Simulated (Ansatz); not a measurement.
Runs of Ansatz 0.2.0 on TiO2. Symmetry: Imma, No. 74, orthorhombic system. The conventional cell has a = 5.946 Å, b = 6.575 Å, c = 6.575 Å, α = 90.00°, β = 90.00°, γ = 90.00°. Around Ti (site symmetry 2/m) lie 6 O at 1.96 to 2.00 Å. Ti (site symmetry mm2) is surrounded by 6 O at 1.94 to 2.00 Å. O (site symmetry m) has 3 Ti at 1.94 to 2.00 Å as nearest neighbours. O (site symmetry m) has 3 Ti at 1.96 to 2.00 Å as nearest neighbours. The cell is a database's computed one.

```csv
level,U,hubbard projectors,double counting,gap on the mesh (eV),pressure (GPa),largest force (eV/Å)
PBE+U,Ti d U = 2 eV,ortho-atomic (the default),fll (the default),2.05,(b),0.06
PBE+U,Ti d U = 8 eV,ortho-atomic (the default),fll (the default),2.78,6.2,0.24
PBE,-,-,-,(c),-1.4,0.06
PBE+U,Ti d U = 1 eV,ortho-atomic (the default),fll (the default),1.94,-0.6,0.06
PBE+U,Ti d U = 6 eV,ortho-atomic (the default),fll (the default),2.51,(d),0.18
PBE+U,Ti d U = 4 eV,ortho-atomic (the default),fll (the default),2.26,2.0,0.12
PBE+U,Ti d U = 5 eV,ortho-atomic (the default),fll (the default),2.38,3.0,0.15
PBE+U,Ti d U = 3 eV,ortho-atomic (the default),fll (the default),2.15,(a),0.09
```

Alike in all rows: task band structure; potentials or basis Ansatz PAW; no spin polarisation; cell as given; k mesh 6 × 6 × 6; cutoff (eV) 420; smearing fermi-dirac 0.05 eV.

Problem. Estimate the missing entries.

Solution. (a) 1.1; (b) 0.2; (c) 1.84; (d) 4.0.

